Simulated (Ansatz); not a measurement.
Nb:

```xyz
1
Lattice="-1.6640 1.6640 1.6640 1.6640 -1.6640 1.6640 1.6640 1.6640 -1.6640" Properties=species:S:1:pos:R:3 pbc="T T T"
Nb    0.0000    0.0000    0.0000
```

Program: Ansatz 0.2.0. Alike in all runs: task band structure; potentials or basis Ansatz PAW; cell as given; smearing fermi-dirac 0.05 eV. Hardware: 2 threads of Intel(R) Xeon(R) Processor @ 2.70GHz, with other jobs on the host.

Q: Order these runs on this cell by their wall time, lowest first.
A. level LDA; spin SOC, no magnetisation; k mesh 8 × 8 × 8; cutoff (eV) 420; points for each segment of the path 14; mesh quality not flagged
B. level RPBE; spin off; k mesh 11 × 11 × 11; cutoff (eV) 420; points for each segment of the path 14; mesh quality not flagged
C. level r2SCAN; spin SOC, no magnetisation; k mesh 8 × 8 × 8; cutoff (eV) 500; points for each segment of the path 14; mesh quality not flagged
D. level HSE03; spin off; k mesh 6 × 6 × 6; cutoff (eV) 420; points for each segment of the path 4; mesh quality coarse

A: B (1.1 s), A (2.7 s), C (8.2 s), D (39 s).

Caveats: some runs use coarse meshes.

Runs at the PBE level aren't shown here.
